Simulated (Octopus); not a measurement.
# Ge (P6_3/mmc) in Octopus: reference runs

Reference runs on Ge: the cell as given.

Everything below comes from runs of Octopus 16.4. Logs are shortened: lines on timing, memory, paths and dates and some standing lists are left out, and cuts for length are marked.

## Step 1: Starting point

Symmetry: P6_3/mmc, No. 194, hexagonal system. The conventional cell has a = 3.998 Å, b = 3.998 Å, c = 6.599 Å, α = 90.00°, β = 90.00°, γ = 120.00°. Ge (site symmetry 3m) is surrounded by 4 Ge at 2.45 to 2.47 Å.

This isn't the form of Ge at room conditions, which is diamond.

## Step 2: Single point, PBE

The input, inp:

```
CalculationMode = gs
UnitsOutput = eV_Angstrom
PeriodicDimensions = 3
ExperimentalFeatures = yes
PseudopotentialSet = pseudodojo_pbe
%LatticeParameters
 1*angstrom | 1*angstrom | 1*angstrom
%
%LatticeVectors
 3.9975858431 | 0 | 0
 -1.9987929216 | 3.462010894 | 0
 0 | 0 | 6.59937795
%
%ReducedCoordinates
 "Ge" | 0.3333333333 | 0.6666666667 | 0.93709875
 "Ge" | 0.6666666667 | 0.3333333333 | 0.43709875
 "Ge" | 0.3333333333 | 0.6666666667 | 0.56290125
 "Ge" | 0.6666666667 | 0.3333333333 | 0.06290125
%
%Spacing
 0.12895438*angstrom | 0.12895438*angstrom | 0.12939957*angstrom
%
DerivativesOrder = 8
%KPointsGrid
 8 | 8 | 4
%
KPointsUseSymmetries = yes
XCFunctional = gga_x_pbe + gga_c_pbe
SmearingFunction = fermi_dirac
Smearing = 0.05*eV
ExtraStates = 8
Eigensolver = chebyshev_filter
ConvRelDens = 3e-7
MaximumIter = 120
```

Potentials or basis: pseudodojo_pbe (PseudoDojo 0.5, PBE).

Launch:

```bash
OMP_NUM_THREADS=1 octopus > out.log
```

out.log:

```text
Running octopus

[... 17 lines left out ...]

****************************** Species *******************************
  Species 'Ge'
    type             : pseudopotential
    file             : 'Ge.upf'
    file format      : UPF2
    valence charge   : 14.0
    atomic number    :  32
    form on file     : kleinman-bylander
    lmax             : 2
    llocal           : -1
    projectors per l : 2
    total projectors : 6
    application form : kleinman-bylander
    orbitals         :  9
    bound orbitals   :  9

**********************************************************************

***************************** Symmetries *****************************
Space group No.  194
International: P6_3/mmc
Schoenflies: D6h^4
Info: The system has    12 symmorphic symmetries that can be used.
  Index                Rotation matrix                      Fractional translations
    1 :     1   0   0     0   1   0     0   0   1      0.000000    0.000000    0.000000
    2 :    -1   0   0     0  -1   0     0   0  -1      0.000000    0.000000    0.000000
    3 :     0   1   0    -1  -1   0     0   0   1      0.000000    0.000000    0.000000
    4 :     0  -1   0     1   1   0     0   0  -1      0.000000    0.000000    0.000000
    5 :    -1  -1   0     1   0   0     0   0   1      0.000000    0.000000    0.000000
    6 :     1   1   0    -1   0   0     0   0  -1      0.000000    0.000000    0.000000
    7 :    -1  -1   0     0   1   0     0   0  -1      0.000000    0.000000    0.000000
    8 :     1   1   0     0  -1   0     0   0   1      0.000000    0.000000    0.000000
    9 :     0   1   0     1   0   0     0   0  -1      0.000000    0.000000    0.000000
   10 :     0  -1   0    -1   0   0     0   0   1      0.000000    0.000000    0.000000
   11 :     1   0   0    -1  -1   0     0   0  -1      0.000000    0.000000    0.000000
   12 :    -1   0   0     1   1   0     0   0   1      0.000000    0.000000    0.000000
Info: The system also has    12 nonsymmorphic symmetries (not used for electrons).
    1 :     1   1   0    -1   0   0     0   0   1      0.000000    0.000000   -0.500000
    2 :    -1  -1   0     1   0   0     0   0  -1      0.000000    0.000000   -0.500000
    3 :    -1   0   0     0  -1   0     0   0   1      0.000000    0.000000   -0.500000
    4 :     1   0   0     0   1   0     0   0  -1      0.000000    0.000000   -0.500000
    5 :     0  -1   0     1   1   0     0   0   1     -0.000000    0.000000   -0.500000
    6 :     0   1   0    -1  -1   0     0   0  -1      0.000000    0.000000   -0.500000
    7 :     0  -1   0    -1   0   0     0   0  -1      0.000000    0.000000   -0.500000
    8 :     0   1   0     1   0   0     0   0   1     -0.000000    0.000000   -0.500000
    9 :    -1   0   0     1   1   0     0   0  -1      0.000000    0.000000   -0.500000
   10 :     1   0   0    -1  -1   0     0   0   1      0.000000    0.000000   -0.500000
   11 :     1   1   0     0  -1   0     0   0  -1      0.000000    0.000000   -0.500000
   12 :    -1  -1   0     0   1   0     0   0   1      0.000000    0.000000   -0.500000
**********************************************************************

Input: [CurvMethod = curv_affine]
Input: [DerivativesStencil = stencil_stargeneral]

****************************** Lattice *******************************
  Lattice Vectors [A]
    3.997586    0.000000    0.000000
   -1.998793    3.462011    0.000000
    0.000000    0.000000    6.599378
  Cell volume =            91.3333 [A^3]
  Reciprocal-Lattice Vectors [A^-1]
    1.571745    0.907447   -0.000000
    0.000000    1.814895    0.000000
    0.000000   -0.000000    0.952088
  Cell angles [degree]
    alpha =   90.000
    beta  =   90.000
    gamma =  120.000
**********************************************************************

Checking if the generated full k-point grid is symmetric

    35 k-points generated from parameters :
 ---------------------------------------------------
    n =    8    8    4

    s1  =  0.00  0.00  0.00

   index |      weight  |             coordinates              |
       1 |     0.003906 |    0.000000    0.000000    0.000000  |
       2 |     0.023438 |    0.125000    0.000000    0.000000  |
       3 |     0.007812 |    0.000000    0.000000    0.250000  |
       4 |     0.023438 |    0.125000    0.125000    0.000000  |
       5 |     0.023438 |    0.125000    0.000000    0.250000  |
       6 |     0.023438 |   -0.125000    0.000000    0.250000  |
[... 27 lines left out ...]
      34 |     0.023438 |    0.375000    0.250000    0.500000  |
      35 |     0.011719 |    0.500000    0.000000    0.500000  |

Input: [SmearingFunction = fermi_dirac]
Input: [SymmetrizeDensity = yes]

******************************* States *******************************
Total electronic charge  =       56.000
Number of states         =       36
States block-size        =        4
**********************************************************************
[... 5 lines left out ...]
Simulation Box:
  Type = parallelepiped
  Lengths [A] = (   3.998,   3.998,   6.599)
Main mesh:
  Spacing [A] = ( 0.129, 0.129, 0.129)    volume/point [A^3] =      0.00186
  # inner mesh =      49011
  # total mesh =     122971
  Grid Cutoff [eV] =  2245.727153    Grid Cutoff [Ry] =   165.057916
**********************************************************************

Checking if the real-space grid is symmetric
Input: [StatesPack = yes]
Input: [StatesOrthogonalization = cholesky_serial]
[... 20 lines left out ...]
**********************************************************************

Info: FFT grid dimensions       = 31 x 31 x 51
      Total grid size           = 49011 (      0.4 MiB )
      Inefficient FFT grid. A better grid would be: 32 32 54
Input: [FilterPotentials = filter_TS]
Info: Pseudopotential for Ge
  Radii for localized parts:
    local part     =  1.2 A
    non-local part =  1.3 A
    orbitals       =  5.9 A

Input: [RelativisticCorrection = non_relativistic]
[... 11 lines left out ...]
      Block       2 contains       4 states:       5 -       8
      Block       3 contains       4 states:       9 -      12
      Block       4 contains       4 states:      13 -      16
      Block       5 contains       4 states:      17 -      20
      Block       6 contains       4 states:      21 -      24
      Block       7 contains       4 states:      25 -      28
      Block       8 contains       4 states:      29 -      32
      Block       9 contains       4 states:      33 -      36
Info: Ground-state allocation done.
Info: Could not find 'restart/gs' directory for restart.
[... 15 lines left out ...]
Input: [LCAOScaleFactor = 1.000]
Input: [LCAOMaximumOrbitalRadius = 10.58 A]
Info: Unnormalized total charge =     56.010508
Info: Renormalized total charge =     56.000000

** Warning:
**   Symmetrization discrepancy ratio (scalar) =  7.02431E-06

Info: Setting up Hamiltonian.
Info: Performing initial LCAO calculation with     36 orbitals.
Info: Getting Hamiltonian matrix elements.

Eigenvalues [eV]
 #st  Spin   Eigenvalue      Occupation
#k =       1, k = (  0.000000,  0.000000,  0.000000)
   1   --   -21.665608       2.000000
   2   --   -21.665031       2.000000
   3   --   -21.629274       2.000000
   4   --   -21.628543       2.000000
   5   --   -21.626643       2.000000
   6   --   -21.610068       2.000000
[... 28 lines left out ...]
  35   --     8.942777       0.000000
  36   --    16.001163       0.000000
#k =       2, k = (  0.125000,  0.000000,  0.000000)
   1   --   -21.272570       2.000000
   2   --   -21.238845       2.000000
   3   --   -21.224353       2.000000
   4   --   -21.183038       2.000000
   5   --   -21.155254       2.000000
   6   --   -21.118185       2.000000
[... 28 lines left out ...]
  35   --     9.434846       0.000000
  36   --    16.295885       0.000000
[... 33 further k-points ...]
Fermi energy =     5.372712 eV
Info: Ground-state restart information will be written to 'restart/gs'.
Info: SCF using complex wavefunctions.
Info: Starting SCF iteration.

** Warning:
**   Symmetrization discrepancy ratio (scalar) =  3.74737E-03

*********************** SCF CYCLE ITER #    1 ************************
 etot  = -9.73603794E+03 abs_ev   =  2.82E+02 rel_ev   =  3.13E-01
 ediff =        3.58E+02 abs_dens =  2.24E+00 rel_dens =  4.00E-02
Matrix vector products: 875
Converged eigenvectors: 0

#  State  KPoint  Eigenvalue [eV]  Occupation    Error
      1      28      -21.699633    2.000000   ( 2.3E-05)
      1      30      -21.697329    2.000000   ( 3.4E-05)
      1      17      -21.696664    2.000000   ( 2.3E-05)
      1      34      -21.694051    2.000000   ( 5.1E-05)
      1      20      -21.694015    2.000000   ( 3.5E-05)
      1      22      -21.691599    2.000000   ( 2.3E-05)
      1      10      -21.690677    2.000000   ( 2.9E-05)
      1      27      -21.690228    2.000000   ( 7.1E-05)

  [output of 965 eigenvalues skipped: maximum error = 2.1E-01]
[... 21 lines left out ...]
     36      24       17.926281    0.000000   ( 5.6E+00)
     36      15       18.288929    0.000000   ( 6.2E+00)
     36      14       18.351929    0.000000   ( 6.3E+00)
     36      22       18.373410    0.000000   ( 5.3E+00)
     36      28       19.328212    0.000000   ( 6.0E+00)
     36      17       19.776789    0.000000   ( 6.2E+00)
     36      26       20.214276    0.000000   ( 6.7E+00)
     36      20       21.266770    0.000000   ( 7.5E+00)

Density of states:

%---------------------------------------------------------------------
%---------------------------------------------------------------------
%---------------------------------------------------------------------
%---------------------------------------------------------------------
%---------------------------------------------------------------------
%---------------------------------------------------------------------
%---------------------------------------------------------------------
%%--------------------------------------------------------------------
%%--------------------------------------------------------------------
%%---------------------------------%%%-------%%-----------------------
                                        ^

Fermi energy =     3.144896 eV

**********************************************************************

*********************** SCF CYCLE ITER #    2 ************************
 etot  = -9.73094568E+03 abs_ev   =  4.19E+00 rel_ev   =  4.68E-03
 ediff =        1.87E-01 abs_dens =  1.39E-01 rel_dens =  2.48E-03
Matrix vector products: 875
Converged eigenvectors: 0
[... 139 lines left out ...]
*********************** SCF CYCLE ITER #   14 ************************
 etot  = -9.72209412E+03 abs_ev   =  1.48E-03 rel_ev   =  1.66E-06
 ediff =        7.53E-05 abs_dens =  9.18E-06 rel_dens =  1.64E-07
Matrix vector products: 875
Converged eigenvectors: 0

#  State  KPoint  Eigenvalue [eV]  Occupation    Error
      1      28      -21.548936    2.000000   ( 2.4E-07)
      1      17      -21.546765    2.000000   ( 2.4E-07)
      1      30      -21.546143    2.000000   ( 2.0E-07)
      1      10      -21.544490    2.000000   ( 2.1E-07)
      1      19      -21.544253    2.000000   ( 2.4E-07)
      1       8      -21.543772    2.000000   ( 2.1E-07)
      1      20      -21.543473    2.000000   ( 1.7E-07)
      1      22      -21.542422    2.000000   ( 2.4E-07)

  [output of 966 eigenvalues skipped: maximum error = 2.1E-05]
[... 21 lines left out ...]
     36      28       12.643688    0.000000   ( 2.6E-02)
     36      17       12.737290    0.000000   ( 2.1E-02)
     36       1       12.845024    0.000000   ( 5.4E-02)
     35      32       12.848121    0.000000   ( 2.6E-03)
     36       2       12.861942    0.000000   ( 5.2E-02)
     36      22       13.268116    0.000000   ( 2.4E-02)
     36      33       13.282294    0.000000   ( 3.8E-02)
     36      32       14.414683    0.000000   ( 3.2E-02)

Density of states:

%---------------------------------------------------------------------
%---------------------------------------------------------------------
%---------------------------------------------------------------------
%---------------------------------------------------------------------
%---------------------------------------------------------------------
%%--------------------------------------------------------------------
%%--------------------------------------------------------------------
%%--------------------------------------------------------------------
%%--------------------------------------------------------------------
%%----------------------------------------%-%--------%%---------------
                                                ^

Fermi energy =     3.444200 eV

**********************************************************************

Info: SCF converged in   14 iterations

** Warning:
**   Some of the states are not fully converged!

Info: Number of matrix-vector products:      12250
Info: Finished writing information to 'restart/gs'.

Octopus emitted 17 warnings.
```

It took 12 min on 1 thread of AMD EPYC 7R13 (Zen 3), shared host; peak memory 2.5 GiB.

What came out:

```yaml
Free_energy: -9722.0957 eV
Largest_force: 0.018 eV/Å
Band_gap_on_the_k_mesh: 0.13 eV, direct
```

Forces in eV/Å, atoms in the order of the input:
```
Ge   0.000  0.000 -0.018
Ge   0.000  0.000 -0.018
Ge   0.000  0.000  0.018
Ge   0.000  0.000  0.018
```

Levels at points of the mesh, in eV from the valence-band top:
| k point | band 25 | band 26 | band 27 | band 28 | band 29 | band 30 | band 31 | band 32 |
| --- | --- | --- | --- | --- | --- | --- | --- | --- |
| (0.00, 0.00, 0.00) | -1.47 | -0.15 | -0.07 | 0.00 | 0.13 | 0.13 | 2.27 | 2.27 |
| (0.00, 0.00, 0.50) | -0.85 | -0.85 | -0.85 | -0.85 | 0.70 | 0.70 | 3.38 | 3.38 |
| (0.50, 0.00, 0.00) | -4.56 | -3.05 | -2.80 | -1.44 | 0.55 | 1.66 | 3.58 | 3.72 |
| (0.50, 0.00, 0.50) | -2.54 | -2.54 | -2.40 | -2.40 | 0.54 | 0.54 | 2.13 | 2.13 |

A k mesh can miss the band edges.
